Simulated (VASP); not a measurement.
# HfO₂, self-consistent run: which settings are enough?

HfO₂, Fm-3m (no. 225), 3 atoms in the cell. PBEsol; PAW potentials Hf_pv, O (PBE set). VASP 6.6.1.

Wanted: energy within 0.2 meV/atom; levels at the zone centre within 0.003 eV.

What the run is for: comparing ways to start; Accuracy asked: tight.

Levels at the zone centre: counted from the valence top at that point.

POSCAR:
```
HfO2
1.0
    0.0000000000      2.5575000000      2.5575000000
    2.5575000000      0.0000000000      2.5575000000
    2.5575000000      2.5575000000      0.0000000000
Hf O
1 2
Direct
    0.0000000000      0.0000000000      0.0000000000
    0.7500000000      0.7500000000      0.7500000000
    0.2500000000      0.2500000000      0.2500000000
```

## How the run starts (with a second run first, the time holds both)

| How the run starts (with a second run first, the time holds both) | Energy less reference (meV/atom) | Levels at the zone centre, largest deviation (eV) | Time (s) |
|---|---|---|---|
| from scratch: 13 SCF iterations | 0.00 | 0.0000 | 9.1 |
| density of a coarse mesh (ICHARG 1): 13 + 7 SCF iterations | 0.00 | 0.0005 | 9.7 |
| orbitals of a lower cutoff (ISTART 1): 13 + 5 SCF iterations | 0.00 | 0.0009 | 10 |
| orbitals of a loose run: 10 + 4 SCF iterations | 0.00 | 0.0001 | 9.2 |

Chosen: from scratch: 13 SCF iterations; no other choice that stays within half of the tolerance saves 30 % of the time.

The chosen settings are those of the reference run.

Values of the reference run: Levels at the zone centre: 0, 0, 4.321 eV from the valence top at Gamma.

## The input

INCAR:
```
SYSTEM = HfO2
GGA = PS
ISMEAR = 0
SIGMA = 0.03
LWAVE = .False.
LCHARG = .False.
ISIF = 2
PREC = Accurate
LASPH = .True.
LREAL = .False.
ALGO = Normal
EDIFF = 1E-6
NELM = 120
GGA_COMPAT = .False.
ENCUT = 520
EFERMI = MIDGAP
```

KPOINTS:
```
k-points
0
Gamma
  8 8 8
```

Commands:
```
cat potpaw_PBE.64/Hf_pv/POTCAR potpaw_PBE.64/O/POTCAR > POTCAR
mpirun -np 1 vasp_std > vasp.out
```

The chosen input took VASP 6.6.1 9.1 s on 1 core (Intel Xeon Platinum 8488C (Sapphire Rapids)), a shared host.

## An input that fails: restart asked without its files

VASP's message: ERROR: charge density could not be read from file CHGCAR for ICHARG>10.

Changes against the starting input:
```
- NELM = 120
+ NELM = 60
+ ICHARG = 11
```
